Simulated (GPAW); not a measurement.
CdF2, 3 atoms in the cell. The typed cell holds 3 atoms: a = 3.810 Å, b = 3.810 Å, c = 3.810 Å, α = 60.00°, β = 60.00°, γ = 60.00°.  The cell isn't the ideal one: atoms moved at random, drawn with an rms of 0.05 Å.

| Property | Result |
| --- | --- |
| Program | GPAW 26.7.0 |
| Task | single point |
| Functional | PBE |
| Potentials or basis | GPAW PAW data sets (gpaw-data 1.2.1) |
| Cutoff | 800 eV |
| Basis | pw |
| k mesh | 9 × 9 × 9 |
| Occupations | fermi-dirac, width 0.05 eV |
| Spin | no spin polarisation |
| Maxiter | 150 |

Potentials or basis: GPAW PAW data sets (gpaw-data 1.2.1), pw.

Launch:

```bash
$ OMP_NUM_THREADS=1 python run.py
```

Hardware: 1 thread of Arm Neoverse V1 (shared host).

Q: Estimate the wall time of this run.

A: Run time: 4.7 min on 1 thread of Arm Neoverse V1, on a shared host, peak memory 0.59 GiB. Counts: scf iterations 10, plane waves 2020, bands 24, k points 365.
